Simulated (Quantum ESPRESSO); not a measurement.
The system is Zr.

```
Zr
1.0
     3.23200    0.00000    0.00000
    -1.61600    2.79899    0.00000
     0.00000    0.00000    5.14700
Zr
2
Cartesian
  1.6160 0.9330 3.8603
  0.0000 1.8660 1.2868
```

```yaml
Program: Quantum ESPRESSO 7.5
Task: phonons
Functional: PBE
Potentials_or_basis: PseudoDojo 0.4.1 SR PBE standard
Cutoff: 898 eV
Density_cutoff: 3592 eV
k_mesh: 9 × 9 × 5
Occupations: cold, width 0.2 eV
Spin: no spin polarisation
Mixing_beta: 0.5
Most_SCF_iterations: 120
SCF_threshold: 4e-10 Ry
```

**Question.** Which optical modes does the crystal have at the zone centre, and which show in infrared and Raman spectra?

**Answer.** The optical modes are E2g + B1g. None is infrared active. Raman active: E2g.

Optical modes at Γ, degenerate ones joined:
| cm⁻¹ | components | symmetry | active in |
| --- | --- | --- | --- |
| 81 | 2 | E2g | Raman |
| 161 | 1 | B1g | silent |

Caveat: the mesh is thin for the phonons of a metal.
